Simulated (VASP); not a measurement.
**A VASP 6.6.1 single-point calculation on CdF₂**

INCAR

```
NBANDS = 20
NELM = 52
EDIFF = 1E-7
GGA = PE
LASPH = .TRUE.
PREC = Accurate
SIGMA = 0.02
LCHARG = .FALSE.
ISIF = 2
LWAVE = .FALSE.
ENCUT = 520
IBRION = -1
NSW = 0
ISMEAR = -1
LREAL = .TRUE.
```

KPOINTS

```
KPOINTS created by Atomic Simulation Environment
0
Gamma
8 8 8
0 0 0
```

POSCAR

```
Cd F
 1.0000000000000000
     0.0000000000000000    2.7480612347000002    2.7480612347000002
     2.7480612347000002    0.0000000000000000    2.7480612347000002
     2.7480612347000002    2.7480612347000002    0.0000000000000000
 Cd  F
   1   2
Cartesian
  0.0000000000000000  0.0000000000000000  0.0000000000000000
  1.3740306173500001  1.3740306173500001  1.3740306173500001
  4.1220918520500005  4.1220918520500005  4.1220918520500005
```

The recommended PBE PAW datasets give the neutral cell 26 valence electrons.

Command

```
mpirun -np 1 vasp_std
```

**Question.** How does this run end, and what does it give?

**Answer.** It converged. Results: gap between bands v and c on the k mesh 2.86 eV; least direct gap on the k mesh 3.43 eV; pressure 6.9 GPa. Band v is the last that the valence electrons fill when counted band by band, and c is the next.

OSZICAR

```
N       E                     dE             d eps       ncg     rms          rms(c)
DAV:   1     0.200247449781E+03    0.20025E+03   -0.15472E+04  1192   0.131E+03
DAV:   2    -0.356293357419E+01   -0.20381E+03   -0.19566E+03  1284   0.343E+02
DAV:   3    -0.126302643022E+02   -0.90673E+01   -0.90440E+01  1324   0.792E+01
DAV:   4    -0.126696544299E+02   -0.39390E-01   -0.39388E-01  1260   0.545E+00
DAV:   5    -0.126698009956E+02   -0.14657E-03   -0.14657E-03  1328   0.293E-01    0.956E+00
DAV:   6    -0.108469535602E+02    0.18228E+01   -0.42119E+00  1480   0.392E+01    0.681E+00
DAV:   7    -0.108928119832E+02   -0.45858E-01   -0.94539E-01  1196   0.868E+00    0.385E+00
DAV:   8    -0.108822359128E+02    0.10576E-01   -0.16058E-01  1188   0.357E+00    0.753E-01
DAV:   9    -0.108722246031E+02    0.10011E-01   -0.38098E-02  1396   0.221E+00    0.973E-02
DAV:  10    -0.108727751040E+02   -0.55050E-03   -0.30561E-03  1208   0.645E-01    0.130E-01
DAV:  11    -0.108728844042E+02   -0.10930E-03   -0.22501E-04  1252   0.153E-01    0.477E-02
DAV:  12    -0.108729059130E+02   -0.21509E-04   -0.73596E-05  1192   0.717E-02    0.186E-02
DAV:  13    -0.108729078077E+02   -0.18947E-05   -0.10583E-05  1256   0.266E-02    0.549E-03
DAV:  14    -0.108729073566E+02    0.45111E-06   -0.13766E-06  1212   0.144E-02    0.183E-03
DAV:  15    -0.108729073940E+02   -0.37368E-07   -0.11195E-07  1108   0.305E-03
   1 F= -.10872907E+02 E0= -.10872907E+02  d E =-.323556E-12
```

These settings aren't sound, so the numbers aren't properties of the crystal.

On sound settings PBE gives a gap of 2.86 eV on its mesh and a pressure of -0.2 GPa for the intended cell.
